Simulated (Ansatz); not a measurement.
Ru (beta tin type), DFT, PBE, PAW with Ansatz's default frozen-core files, scalar-relativistic (Ansatz 0.2.0), on 1 thread of Arm Neoverse V1 (shared host).

Command: `ansatz run input.yaml --threads 1 --pin off --max-ram 2048MiB --backend cpu --events-out ev --progress --plain --runs-dir out`

```yaml
crystal:
  lattice:
    - [-2.3678413702, 2.3678413702, 1.3808599609]
    - [2.3678413702, -2.3678413702, 1.3808599609]
    - [2.3678413702, 2.3678413702, -1.3808599609]
  atoms:
    - { symbol: Ru, position: [-0.375, -0.125, -0.25] }
    - { symbol: Ru, position: [0.375, 0.125, 0.25] }
kpoints:
  mp_grid: { grid: [17, 17, 17] }
  band_path:
    path:
      - [0.0, 0.0, 0.0]
      - [0.0, 0.0, 0.5]
      - [-0.5, 0.5, 0.5]
      - [0.0, 0.0, 0.0]
      - [0.3350225399, 0.3350225399, -0.3350225399]
      - [-0.3350225399, 0.6649774601, 0.3350225399]
      - [-0.5, 0.5, 0.5]
      - [0.0, 0.0, 0.5]
      - [0.25, 0.25, 0.25]
    npoints: 8
scf:
  occupations: { method: fermi_dirac, width: 0.1 }
hamiltonian:
  xc: pbe
  pseudopotentials: { kind: paw }
output:
  forces: true
  stress: true
  eigenvalues: true
  populations: true
  dos: { projected: true, de: 0.2, e_range: [-14, 8] }
  write_density: true
  write_potential: true
  elf: true
  volumetric_format: npy
```

How large is the problem that the program sets up?

405 irreducible k-points, 581 plane waves at Γ, 20 bands.

About how long does it take?

24 s of wall time for 6 SCF iterations. Times on shared machines scatter by tens of per cent.
